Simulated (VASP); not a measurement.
Input of a VASP 6.6.1 run:

The input POSCAR:

```
Ni3Ge
1.0
    3.5303341067      0.0000000000      0.0000000000
    0.0000000000      3.5303341067      0.0000000000
    0.0000000000      0.0000000000      3.5303341067
Ge Ni
1 3
Direct
    0.0000000000      0.0000000000      0.0000000000
    0.5000000000      0.5000000000      0.0000000000
    0.0000000000      0.5000000000      0.5000000000
    0.5000000000      0.0000000000      0.5000000000
```

Contents of INCAR.step1:

```
  PREC = Accurate
  ENCUT = 900
  EDIFF = 1E-6
  ISMEAR = 1
  SIGMA = 0.1
  LREAL = False
  LASPH = True
  NELM = 120
  ALGO = Normal
  ISIF = 2
  LWAVE = False
  LCHARG = True
  ISPIN = 2
  MAGMOM = 0 0 0 0
  LMAXMIX = 4
  LDAU = True
  LDAUTYPE = 2
  LDAUL = -1 2
  LDAUU = 0 5
  LDAUJ = 0 0
  LDAUPRINT = 1
  GGA = PS
  IVDW = 11
```

File KPOINTS.step1:

```
regular mesh
0
Gamma
  8 8 8
```

The input INCAR.step2:

```
  PREC = Accurate
  ENCUT = 900
  EDIFF = 1E-6
  ISMEAR = -5
  SIGMA = 0.1
  LREAL = False
  LASPH = True
  NELM = 120
  ALGO = Normal
  ISIF = 2
  LWAVE = False
  LCHARG = False
  ISPIN = 2
  MAGMOM = 0 0 0 0
  LORBIT = 11
  LMAXMIX = 4
  LDAU = True
  LDAUTYPE = 2
  LDAUL = -1 2
  LDAUU = 0 5
  LDAUJ = 0 0
  LDAUPRINT = 1
  GGA = PS
  IVDW = 11
  NEDOS = 2001
  ICHARG = 11
```

The input KPOINTS.step2:

```
regular mesh
0
Gamma
  12 12 12
```

Potentials or basis: VASP PAW PBE potentials, release 64 (Ge_h, Ni).

Run with:

```sh
$ cat potpaw_PBE.64/Ge_h/POTCAR potpaw_PBE.64/Ni/POTCAR > POTCAR
$ cp INCAR.step1 INCAR
$ cp KPOINTS.step1 KPOINTS
$ mpirun -np 1 vasp_std > vasp.out
$ cp INCAR.step2 INCAR
$ cp KPOINTS.step2 KPOINTS
$ mpirun -np 1 vasp_std > vasp.out
```

(1) What does it give for the dispersion energy per atom?

(2) Estimate the net moment.

## Answers

(1) -0.332 eV.

(2) 0.00 μB per cell.

Caveat: the U is typed as a test and isn't derived for this compound.
